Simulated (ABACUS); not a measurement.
# ZrB: equation of state with PBE

Crystal: ZrB.

```
Zr B
1.0
     0.00000    2.32500    2.32500
     2.32500    0.00000    2.32500
     2.32500    2.32500    0.00000
Zr B
1 1
Direct
  0.00000 0.00000 0.00000
  0.50000 0.50000 0.50000
```

```
Program             : ABACUS 3.10.1
Task                : equation of state
Functional          : PBE
Potentials or basis : PseudoDojo NC SR 0.4.1 PBE standard
Cutoff              : 1361 eV
Density cutoff      : 5442 eV
Basis               : TZDP LCAO (the cutoffs set its grid)
k mesh              : 10 × 10 × 10
Occupations         : fermi-dirac, width 0.05 eV
Spin                : no spin polarisation
```

| Quantity | Value |
| --- | --- |
| Equilibrium volume | outside the volumes run |

Energy against volume, from the lowest point:
```csv
volume (Å³/atom),energy (meV/atom)
11.814,334.69
12.065,255.19
12.317,186.22
12.568,126.99
12.819,76.70
13.071,34.61
13.322,0.00
```

All runs of the series together: 2.4 min on 4 threads of AMD EPYC 7B13 (Zen 3) (shared host).

Caveat: the atomic orbitals were generated for these runs and aren't a published set; the basis of atomic orbitals isn't converged, which shifts pressures, moduli and gaps.
